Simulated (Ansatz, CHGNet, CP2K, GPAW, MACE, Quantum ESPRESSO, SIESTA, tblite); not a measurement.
# From one method to another: forces in twisted 2H-MoTe2/1T-TiSe2 bilayer, 21.79° (42 atoms)

2H-MoTe2 (a = 3.52 Å) under 1T-TiSe2 (a = 3.54 Å), bilayer, commensurate cell of 7 unit cells a layer, twist 21.79 deg, both strained to the mean lattice constant; facing planes 3.34 Å apart; 16 Å of vacuum; layers as built, displaced by a Gaussian of 0.01 Å. Then every atom was moved at random, 0.03 Å r.m.s. a Cartesian component.

Two calculations on one geometry. First: machine-learned interatomic potential MACE MP-0b2 small, trained on PBE(+U) plane-wave data (MACE MP-0b2 small). Second: Kohn-Sham DFT, PBE, PAW, plane waves (Ansatz 0.2.0; cutoff 420 eV, Γ point, fermi-dirac smearing of 0.05 eV; PAW set soft_2).

Cell vectors (Å):

```
9.339 0.000 0.000
-4.670 8.088 0.000
0.000 0.000 26.040
```

Atom, position (Å) and force of the first calculation (eV/Å):

```
1 Mo 0.655 1.954 9.754 0.226 -0.364 1.016
2 Te 2.006 0.356 11.634 -0.097 0.175 -0.668
3 Te 2.016 0.358 8.014 0.000 0.102 -0.315
4 Mo 0.017 5.326 9.753 0.294 0.581 0.632
5 Te 1.362 3.841 11.582 -0.150 -0.037 0.134
6 Te 1.320 3.844 7.963 0.483 0.047 -0.409
7 Mo 4.027 0.801 9.787 -0.216 -0.249 0.472
8 Te 0.648 7.299 11.579 0.045 -0.133 -0.116
9 Te 0.661 7.345 7.984 -0.125 -0.251 -0.391
10 Mo 3.385 4.245 9.816 -0.785 0.343 0.048
11 Te 4.658 2.699 11.598 0.011 -0.107 0.715
12 Te 4.629 2.761 8.063 0.256 -0.412 -1.522
13 Mo 2.642 7.736 9.756 0.284 -0.167 0.807
14 Te 3.971 6.139 11.633 0.109 0.446 -0.289
15 Te 4.036 6.171 8.007 -0.425 -0.016 -0.567
16 Mo 6.626 3.024 9.806 0.487 0.284 0.262
17 Te 8.005 1.549 11.623 0.109 -0.227 -0.295
18 Te 8.028 1.565 7.993 -0.307 -0.049 -0.677
19 Mo -3.360 6.516 9.788 0.019 0.359 1.091
20 Te -1.966 4.988 11.581 -0.117 -0.013 0.064
21 Te -2.007 5.014 8.056 -0.104 -0.332 -0.952
22 Ti -2.033 5.762 16.479 0.210 -0.167 0.339
23 Se -0.638 7.340 17.983 -0.227 -0.104 0.518
24 Se -0.002 5.413 14.959 -0.073 -0.161 -0.170
25 Ti 4.671 8.078 16.495 -0.130 0.120 0.106
26 Se 1.254 1.585 18.117 0.363 -0.233 -0.409
27 Se -2.657 7.686 15.007 -0.068 0.064 -0.247
28 Ti 0.702 3.416 16.458 0.096 0.101 0.227
29 Se 2.035 5.001 18.044 -0.150 0.000 0.004
30 Se 2.681 3.082 14.922 0.061 -0.092 0.138
31 Ti 1.292 6.886 16.488 0.389 0.146 -0.092
32 Se 7.341 0.379 18.030 -0.001 -0.065 0.024
33 Se 3.333 6.557 14.926 0.037 0.008 0.321
34 Ti 3.365 1.142 16.478 -0.066 0.306 0.091
35 Se 4.714 2.688 18.060 -0.220 -0.076 0.064
36 Se 5.361 0.766 14.903 -0.083 0.068 0.272
37 Ti 4.046 4.625 16.525 -0.419 -0.053 -0.132
38 Se 5.313 6.116 18.044 0.198 0.319 0.296
39 Se 5.978 4.238 14.994 0.129 -0.021 -0.466
40 Ti 6.676 2.328 16.510 0.028 -0.206 0.032
41 Se -1.278 3.792 18.039 -0.145 0.299 0.043
42 Se -0.672 1.972 14.947 0.071 -0.231 0.002
```

**Question.** What forces does the second calculation give?

Atom and force (eV/Å):

```
1 0.286 -0.586 1.020
2 -0.132 0.294 -0.714
3 -0.077 0.192 -0.381
4 0.219 1.034 0.617
5 -0.123 -0.037 0.198
6 0.614 0.053 -0.409
7 -0.592 -0.300 0.467
8 0.087 -0.149 -0.069
9 -0.069 -0.268 -0.414
10 -1.155 0.236 -0.082
11 0.101 -0.151 0.720
12 0.374 -0.580 -1.519
13 0.638 -0.455 0.875
14 0.172 0.528 -0.401
15 -0.512 0.074 -0.592
16 0.702 0.634 0.190
17 0.021 -0.235 -0.373
18 -0.412 -0.064 -0.695
19 0.257 0.439 1.073
20 -0.238 -0.159 0.119
21 -0.167 -0.536 -1.010
22 0.105 -0.582 0.240
23 -0.271 0.186 0.780
24 -0.014 0.213 -0.249
25 -0.405 -0.276 0.074
26 0.396 0.150 -0.363
27 -0.035 0.259 -0.223
28 0.323 -0.838 0.218
29 -0.176 0.350 0.101
30 -0.020 0.206 0.130
31 0.177 -0.823 -0.043
32 0.118 0.244 0.108
33 0.066 0.300 0.358
34 0.211 -0.266 -0.106
35 -0.257 0.057 0.164
36 -0.240 0.427 0.215
37 -0.500 -0.429 -0.234
38 0.319 0.599 0.503
39 0.290 0.230 -0.607
40 0.076 -0.607 0.143
41 -0.316 0.665 0.194
42 0.156 -0.032 -0.025
```

The two sets differ by 218 meV/Å r.m.s., 50 % of the r.m.s. force of the Ansatz run. Machine-learned potentials mimic data converged in k, so the reference's own k-point error enters their differences. The runs have no spin polarisation, so moments on Ti can't form, and no Hubbard term. The electronic-structure runs sample only Γ, in a cell whose shortest periodic width is 8 Å, which is coarse for a cell with partly filled levels.

[Logs are printed without paths, hosts, clocks, repeated set-up lines and the standing remarks that a program may print on its own settings, such as how far it seeks lower states.]

[Hosts, paths, dates, database ids (printed as entryN), source tags and the programs' standing remarks are cut or masked in the printed files.]
